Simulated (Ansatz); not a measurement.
Property card for Ti3C2

These are results of DFT PBEsol, scalar-relativistic, plane waves, PAW (Ansatz), not measurements.

Cutoff 420 eV; k points 12×12×4 on the computed 10-atom cell (Γ-centred); Gaussian smearing, width 0.10 eV; no spin polarisation.

The structure is relaxed at this level of theory with its symmetry kept. Whether it is the stable form of this composition wasn't checked.

```
CELL_PARAMETERS angstrom
3.04209 0.00000 0.00000
-1.52104 2.63453 0.00000
0.00000 0.00000 14.98465
ATOMIC_POSITIONS crystal
Ti 0.33333 0.66667 0.84379
Ti 0.66667 0.33333 0.34379
Ti 0.66667 0.33333 0.15621
Ti 0.33333 0.66667 0.65621
Ti 0.00000 0.00000 0.00000
Ti 0.00000 0.00000 0.50000
C 0.66667 0.33333 0.91438
C 0.33333 0.66667 0.41438
C 0.66667 0.33333 0.58562
C 0.33333 0.66667 0.08562
```

| Item | Value |
| --- | --- |
| Space group | P6_3/mmc (No. 194) |
| Volume per atom | 81.0 bohr³ |
| Formation energy from the elements' standard states (uncorrected) | -0.768 eV/atom |
| Kohn–Sham band gap | none (metal) |
| Density of states at the Fermi level | 2.40 states/eV per cell |
| Löwdin character within 0.5 eV of the Fermi level | Ti 3d 89 % |
| Bulk modulus | 149 GPa |
| Its pressure derivative | 4.5 |
| Bader charges (e) | Ti (4 in the cell) 1.06, Ti (2 in the cell) 1.60, C (4 in the cell) -1.86 |